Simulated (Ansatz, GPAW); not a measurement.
This is a calculation of Al (Aluminum) for GPAW 26.7.0 (ASE script). 

File run.py:

```python
from ase import Atoms
from ase.dft.bandgap import bandgap
from ase.io import write
from ase.units import Bohr, GPa
from gpaw import GPAW, PW
from gpaw.elf import elf_from_dft_calculation

atoms = Atoms(['Al'],
              cell=[[0.0, 2.024805, 2.024805],
                    [2.024805, 0.0, 2.024805],
                    [2.024805, 2.024805, 0.0]],
              scaled_positions=[[0.0, 0.0, 0.0]],
              pbc=True)

calc = GPAW(mode=PW(600),
            xc='PBE',
            kpts={'size': (11, 11, 11), 'gamma': True},
            occupations={'name': 'methfessel-paxton', 'order': 0, 'width': 0.023},
            nbands=7,
            convergence={'density': 1e-05, 'energy': 1e-05},
            maxiter=150,
            txt='gpaw.txt')
atoms.calc = calc
energy = atoms.get_potential_energy()
forces = atoms.get_forces()
stress = atoms.get_stress()
calc.write('gs.gpw')
write('result.traj', atoms)
print(f'Energy: {energy:.6f} eV')
print('Forces (eV/A):')
print(forces.round(4))
print('Stress (GPa):', (stress / GPa).round(3))
print('Fermi level:', round(calc.get_fermi_level(), 4), 'eV')
print(f'Gap: {bandgap(calc)[0]:.4f} eV, direct: {bandgap(calc, direct=True)[0]:.4f} eV')

# fields on the real-space grid
write('density.cube', atoms, data=calc.get_pseudo_density() * Bohr**3)
write('potential.cube', atoms, data=calc.get_electrostatic_potential())
write('elf.cube', atoms, data=elf_from_dft_calculation(calc).data)
```

Potentials or basis: GPAW PAW data sets (gpaw-data 1.2.1), pw.

Command:

```bash
$ OMP_NUM_THREADS=1 python run.py
```

Question: What does the same run look like in Ansatz 0.2.0? Potentials or basis there: all-electron LAPW, scalar-relativistic.

Answer: As run (cutoffs and basis follow the program's own potentials, and thresholds, step limits or extra output files can differ):

input.yaml

```yaml
crystal:
  lattice:
    - [0.0, 2.024805, 2.024805]
    - [2.024805, 0.0, 2.024805]
    - [2.024805, 2.024805, 0.0]
  atoms:
    - { symbol: Al, position: [0.0, 0.0, 0.0] }
kpoints:
  mp_grid: { grid: [11, 11, 11] }
scf:
  occupations: { method: gaussian, width: 0.023 }
hamiltonian:
  xc: pbe
  pseudopotentials: { kind: all_electron, lapw: { basis_error: 0.001 } }
output:
  forces: true
  stress: true
  eigenvalues: true
```

Potentials or basis: all-electron LAPW, scalar-relativistic.

Command:

```sh
$ ansatz run input.yaml --threads 1 --pin off --max-ram 3072MiB --backend cpu --events-out ev --progress --plain --runs-dir out
```

Both were run:

|  | GPAW | Ansatz |
| --- | --- | --- |
| Pressure | -0.4 GPa | -0.5 GPa |

Where Ansatz's input types no cutoff or centring, it takes its own default and a Γ-centred mesh.

Pressure is positive in compression.
